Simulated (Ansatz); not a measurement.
# BN: the cost of one run

Computed with Ansatz 0.2.0 (DFT PBE, scalar-relativistic, plane waves, PAW, unless a step's input says otherwise).

**1. The system as given**

It takes space group P6_3mc (No. 186, hexagonal). Conventional cell: a = 2.554 Å, b = 2.554 Å, c = 4.227 Å, α = 90.00°, β = 90.00°, γ = 120.00°. B (site symmetry 3m) is surrounded by 4 N at 1.57 to 1.58 Å. N (site symmetry 3m) is surrounded by 4 B at 1.57 to 1.58 Å.

Coordinates:

```xyz
48
Lattice="-3.8309 2.2118 -4.2269 3.8309 -2.2118 -4.2269 -3.8309 -6.6353 4.2269" Properties=species:S:1:pos:R:3 pbc="T T T"
B    -1.2770    0.7373   -4.2280
B     2.5539   -1.4745   -4.2280
B    -6.3848   -3.6863   -0.0012
B    -2.5539   -5.8981   -0.0012
B     0.0000   -5.8981   -0.0012
B    -3.8309   -3.6863   -0.0012
B    -1.2770   -3.6863   -0.0012
B    -1.2770   -3.6863   -4.2280
B    -2.5539   -1.4745   -0.0012
B    -2.5539   -1.4745   -4.2280
B     0.0000   -1.4745   -4.2280
B     0.0000   -1.4745   -0.0012
B     1.2770   -0.7373   -6.3414
B     1.2770   -0.7373   -2.1146
B    -3.8309   -5.1608   -2.1146
B    -3.8309   -5.1608    2.1123
B    -5.1079   -2.9490   -2.1146
B    -1.2770   -5.1608   -2.1146
B     1.2770   -5.1608   -2.1146
B    -2.5539   -2.9490   -2.1146
B     0.0000   -2.9490   -2.1146
B    -3.8309   -0.7373   -2.1146
B    -1.2770   -0.7373   -2.1146
B    -1.2770   -0.7373   -6.3414
N    -1.2770    0.7373   -5.8108
N    -1.2770    0.7373   -1.5839
N    -2.5539   -5.8981    2.6429
N    -2.5539   -5.8981   -1.5839
N     0.0000   -5.8981   -1.5839
N    -3.8309   -3.6863   -1.5839
N    -1.2770   -3.6863   -1.5839
N    -5.1079   -1.4745   -1.5839
N    -2.5539   -1.4745   -1.5839
N     1.2770   -3.6863   -1.5839
N     0.0000   -1.4745   -5.8108
N     0.0000   -1.4745   -1.5839
N    -2.5539    1.4745   -3.6973
N     1.2770   -0.7373   -3.6973
N    -3.8309   -5.1608   -3.6973
N    -3.8309   -5.1608    0.5295
N    -1.2770   -5.1608    0.5295
N    -1.2770   -5.1608   -3.6973
N    -2.5539   -2.9490    0.5295
N    -2.5539   -2.9490   -3.6973
N     0.0000   -2.9490   -3.6973
N    -3.8309   -0.7373   -3.6973
N    -1.2770   -0.7373   -3.6973
N     2.5539   -2.9490   -3.6973
```

The runs take a perfect supercell of 48 atoms; the defect goes to fractional position (0.854, 0.521, 0.000).

**2. The perfect supercell**

Input file input.yaml:

```yaml
crystal:
  lattice:
    - [-3.830909, 2.211777, -4.226855]
    - [3.830909, -2.211777, -4.226855]
    - [-3.830909, -6.63533, 4.226855]
  atoms:
    - { symbol: B, position: [0.666805, 0.333471, 0.0] }
    - { symbol: B, position: [0.166805, 0.833471, 0.0] }
    - { symbol: B, position: [0.833472, 0.000138, 0.833333] }
    - { symbol: B, position: [0.333472, 0.500138, 0.833333] }
    - { symbol: B, position: [0.000138, 0.666804, 0.666667] }
    - { symbol: B, position: [0.500138, 0.166804, 0.666667] }
    - { symbol: B, position: [0.166805, 0.333471, 0.5] }
    - { symbol: B, position: [0.666805, 0.833471, 0.5] }
    - { symbol: B, position: [0.333472, 0.000138, 0.333333] }
    - { symbol: B, position: [0.833472, 0.500138, 0.333333] }
    - { symbol: B, position: [0.500138, 0.666804, 0.166667] }
    - { symbol: B, position: [0.000138, 0.166804, 0.166667] }
    - { symbol: B, position: [0.583471, 0.916805, 0.0] }
    - { symbol: B, position: [0.083471, 0.416805, 0.0] }
    - { symbol: B, position: [0.750138, 0.583472, 0.833333] }
    - { symbol: B, position: [0.250138, 0.083472, 0.833333] }
    - { symbol: B, position: [0.916804, 0.250138, 0.666667] }
    - { symbol: B, position: [0.416804, 0.750138, 0.666667] }
    - { symbol: B, position: [0.083471, 0.916805, 0.5] }
    - { symbol: B, position: [0.583471, 0.416805, 0.5] }
    - { symbol: B, position: [0.250138, 0.583472, 0.333333] }
    - { symbol: B, position: [0.750138, 0.083472, 0.333333] }
    - { symbol: B, position: [0.416804, 0.250138, 0.166667] }
    - { symbol: B, position: [0.916804, 0.750138, 0.166667] }
    - { symbol: "N", position: [0.854029, 0.520695, 0.0] }
    - { symbol: "N", position: [0.354029, 0.020695, 0.0] }
    - { symbol: "N", position: [0.020696, 0.187362, 0.833333] }
    - { symbol: "N", position: [0.520696, 0.687362, 0.833333] }
    - { symbol: "N", position: [0.187362, 0.854028, 0.666667] }
    - { symbol: "N", position: [0.687362, 0.354028, 0.666667] }
    - { symbol: "N", position: [0.354029, 0.520695, 0.5] }
    - { symbol: "N", position: [0.854029, 0.020695, 0.5] }
    - { symbol: "N", position: [0.520696, 0.187362, 0.333333] }
    - { symbol: "N", position: [0.020696, 0.687362, 0.333333] }
    - { symbol: "N", position: [0.687362, 0.854028, 0.166667] }
    - { symbol: "N", position: [0.187362, 0.354028, 0.166667] }
    - { symbol: "N", position: [0.770695, 0.104029, 0.0] }
    - { symbol: "N", position: [0.270695, 0.604029, 0.0] }
    - { symbol: "N", position: [0.937362, 0.770696, 0.833333] }
    - { symbol: "N", position: [0.437362, 0.270696, 0.833333] }
    - { symbol: "N", position: [0.104028, 0.437362, 0.666667] }
    - { symbol: "N", position: [0.604028, 0.937362, 0.666667] }
    - { symbol: "N", position: [0.270695, 0.104029, 0.5] }
    - { symbol: "N", position: [0.770695, 0.604029, 0.5] }
    - { symbol: "N", position: [0.437362, 0.770696, 0.333333] }
    - { symbol: "N", position: [0.937362, 0.270696, 0.333333] }
    - { symbol: "N", position: [0.604028, 0.437362, 0.166667] }
    - { symbol: "N", position: [0.104028, 0.937362, 0.166667] }
basis:
  ecutwfc: 420
  fft_grid_basis: typed
kpoints:
  mp_grid: { grid: [2, 2, 2] }
hamiltonian:
  xc: pbe
  pseudopotentials: { kind: paw }
scf:
  occupations: { method: gaussian, width: 0.05 }
output:
  forces: true
  stress: false
  eigenvalues: true
  bader: false
  write_density: true
  volumetric_format: npy
```

The run is started by

```sh
> ansatz run input.yaml --threads 4 --pin off --max-ram 10240MiB --backend cpu --events-out ev --progress --plain --runs-dir out
```

**Question.** How long does this run take on 4 threads of Arm Neoverse V1, shared host, and how much memory does it need?

About 3 s, with a peak of 1.2 GiB.
